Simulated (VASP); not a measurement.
TePb:

```
Pb Te
1.0
     0.00000    3.22000    3.22000
     3.22000    0.00000    3.22000
     3.22000    3.22000    0.00000
Pb Te
1 1
Cartesian
  0.0000 0.0000 0.0000
  3.2200 3.2200 3.2200
```

The cell was built by a generator and needn't be a form met in nature.

- Program: VASP 6.6.1
- Task: relaxation of cell and atoms
- Functional: LDA
- Potentials or basis: VASP PAW LDA potentials, release 64 (Pb_d, Te)
- Cutoff: 600 eV
- k mesh: 10 × 10 × 10
- Occupations: gaussian, width 0.01 eV
- Spin: no spin polarisation

At the start: pressure -1.2 GPa; volume 33.39 Å³/atom.

Where does the relaxation end?

Over 5 steps the energy falls by 3.2 meV/atom and the volume is 32.55 Å³/atom (-2.5 %); space group Fm-3m (No. 225, to 0.05 Å).

Step by step:
```csv
step,energy change (eV),largest force (eV/Å),pressure (GPa),volume (Å³)
1,0.0000,0.0000,-1.20,66.77
2,-0.0053,0.0000,0.52,64.39
3,-0.0064,0.0000,-0.05,65.08
4,-0.0064,0.0000,0.05,65.01
5,-0.0064,0.0000,-0.02,65.10
```

Final structure:
```
Pb Te
1.0
     0.00000    3.19289    3.19289
     3.19289    0.00000    3.19289
     3.19289    3.19289    0.00000
Pb Te
1 1
Cartesian
  0.0000 0.0000 0.0000
  3.1929 3.1929 3.1929
```
